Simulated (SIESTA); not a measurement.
**KBr under changes of volume**

One of the cells (35.937 Å³/atom); the others are scaled copies at fixed shape and fractional positions:

```xyz
2
Lattice="0.0000 3.3000 3.3000 3.3000 0.0000 3.3000 3.3000 3.3000 0.0000" Properties=species:S:1:pos:R:3 pbc="T T T"
Br    3.3000    3.3000    3.3000
K     0.0000    0.0000    0.0000
```

* Program: SIESTA 5.4.2
* Functional: PBE
* Potentials or basis: SG15 1.2 (PBE files) or PseudoDojo by element
* Basis: DZP (energy shift 0.003 Ry; two zetas on semicore shells; d shell added on K)
* Grid cutoff: 800 Ry
* Energy shift: 0.003 Ry
* k mesh: 7 × 7 × 7
* Occupations: fermi-dirac, width 0.05 eV
* Spin: no spin polarisation

```tsv
volume (Å³/atom)	energy over the lowest point (meV/atom)	pressure (GPa)	gap on the mesh (eV)
33.781	23.22	2.0	4.53
34.500	15.14	1.6	4.48
35.218	9.00	1.2	4.43
35.937	?	?	?
36.656	1.68	0.5	4.33
37.374	0.24	0.2	4.28
38.093	0.00	-0.1	4.24
```

Task: What does the run at 35.937 Å³/atom give?

Result: Energy over the lowest point 4.56 meV/atom; pressure 0.8 GPa; gap on the mesh 4.38 eV.

Worked out: A Birch-Murnaghan fit of order 3 (a polynomial in V^(-2/3)) to the other rows has its minimum at 37.86 Å³/atom with B0 = V·E''(V) = 13.7 GPa and B' = 4.5. It gives 4.57 meV/atom at 35.937 Å³/atom, against the run's 4.56, and -dE/dV = 0.8 GPa, against 0.8. A straight line through the other rows of the gap, of slope -2.44 eV per unit of ln V (its deformation potential), gives 4.38 eV, against the run's 4.38.

Energies are extrapolated to zero smearing.

Caveats: the basis of atomic orbitals isn't converged, which shifts pressures, moduli and gaps; an odd mesh through Γ misses points on the zone boundary, where band edges often lie (some runs).

Spin-orbit coupling on Br is left out.
